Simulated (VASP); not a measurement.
Set up this calculation in VASP 6.6.1, as the native input.

```yaml
Task: band structure
Functional: TB-mBJ
Potentials_or_basis: VASP PAW PBE potentials, release 64 (Al, N)
Cutoff: 520 eV
k_mesh: 10 × 10 × 10
Occupations: gaussian, width 0.02 eV
Spin: no spin polarisation
Further_INCAR_settings: ALGO = Normal; EDIFF = 1e-07
```

The system is AlN.

```
Al N
1.0
     0.00000    2.02196    2.02196
     2.02196    0.00000    2.02196
     2.02196    2.02196    0.00000
Al N
1 1
Direct
  0.50000 0.50000 0.50000
  0.00000 0.00000 0.00000
```

Measurements of this composition are mostly on another form, of space group No. 186.

One way to write it, as run:

POSCAR

```
AlN
1.0
    0.0000000000      2.0219600000      2.0219600000
    2.0219600000      0.0000000000      2.0219600000
    2.0219600000      2.0219600000      0.0000000000
Al N
1 1
Direct
    0.5000000000      0.5000000000      0.5000000000
    0.0000000000      0.0000000000      0.0000000000
```

INCAR.step1

```
SYSTEM = AlN
PREC = Accurate
ENCUT = 520
EDIFF = 1E-5
ISMEAR = 0
SIGMA = 0.02
LREAL = .FALSE.
LASPH = .TRUE.
NELM = 80
ALGO = Normal
ISIF = 2
LWAVE = .TRUE.
LCHARG = .FALSE.
GGA = PE
```

INCAR.step2

```
SYSTEM = AlN
PREC = Accurate
ENCUT = 520
EDIFF = 1E-7
ISMEAR = 0
SIGMA = 0.02
LREAL = .FALSE.
LASPH = .TRUE.
NELM = 80
ALGO = Normal
ISIF = 2
LWAVE = .FALSE.
LCHARG = .FALSE.
METAGGA = MBJ
ISTART = 1
```

KPOINTS

```
Automatic mesh
0
G
  10 10 10
  0 0 0
```

KPOINTS_OPT

```
path GXWKGLUWLK,UX
15
line-mode
reciprocal
 0.0000000000  0.0000000000  0.0000000000  G
 0.5000000000  0.0000000000  0.5000000000  X

 0.5000000000  0.0000000000  0.5000000000  X
 0.5000000000  0.2500000000  0.7500000000  W

 0.5000000000  0.2500000000  0.7500000000  W
 0.3750000000  0.3750000000  0.7500000000  K

 0.3750000000  0.3750000000  0.7500000000  K
 0.0000000000  0.0000000000  0.0000000000  G

 0.0000000000  0.0000000000  0.0000000000  G
 0.5000000000  0.5000000000  0.5000000000  L

 0.5000000000  0.5000000000  0.5000000000  L
 0.6250000000  0.2500000000  0.6250000000  U

 0.6250000000  0.2500000000  0.6250000000  U
 0.5000000000  0.2500000000  0.7500000000  W

 0.5000000000  0.2500000000  0.7500000000  W
 0.5000000000  0.5000000000  0.5000000000  L

 0.5000000000  0.5000000000  0.5000000000  L
 0.3750000000  0.3750000000  0.7500000000  K

 0.6250000000  0.2500000000  0.6250000000  U
 0.5000000000  0.0000000000  0.5000000000  X
```

Potentials or basis: VASP PAW PBE potentials, release 64 (Al, N).

Run with:

```console
$ cat potpaw_PBE.64/Al/POTCAR potpaw_PBE.64/N/POTCAR > POTCAR
$ cp INCAR.step1 INCAR
$ mpirun -np 1 vasp_std > vasp.out
$ cp INCAR.step2 INCAR
$ mpirun -np 1 vasp_std > vasp.out
```

Results of the run:

| Property | Result |
| --- | --- |
| Band gap on the k mesh | 5.74 eV, indirect (least direct gap 6.65 eV) |
| Band gap along the path | 5.74 eV, indirect (least direct gap 6.65 eV) |

Wall time 21 s on 1 thread of Intel(R) Xeon(R) 6975P-C (Granite Rapids), on a shared host, peak memory 0.14 GiB.
